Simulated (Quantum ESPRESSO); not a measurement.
AlN:

```
CELL_PARAMETERS angstrom
3.11300 0.00000 0.00000
-1.55650 2.69594 0.00000
0.00000 0.00000 4.98100
ATOMIC_POSITIONS crystal
Al 0.66667 0.33333 0.50000
Al 0.33333 0.66667 0.00000
N 0.66667 0.33333 0.88000
N 0.33333 0.66667 0.38000
```

Base run:

* Program: Quantum ESPRESSO 7.5
* Functional: PBE
* Potentials or basis: PseudoDojo 0.4.1 SR PBE standard
* Cutoff: 1143 eV
* Density cutoff: 4572 eV
* k mesh: 10 × 10 × 6
* Occupations: fermi-dirac, width 0.05 eV
* Spin: no spin polarisation

Its results: band gap on the k mesh 4.22 eV, direct; pressure 3.4 GPa; largest force 0.131 eV/Å.

Task: The run is repeated on the same cell with these changes: functional from PBE to PBEsol; potentials or basis from PseudoDojo 0.4.1 SR PBE standard to PseudoDojo 0.4.1 SR PBEsol standard. What comes out?

Result: Band gap on the k mesh 4.14 eV, direct; pressure 0.1 GPa; largest force 0.132 eV/Å.

Caveats: some levels on the path didn't converge (some runs).
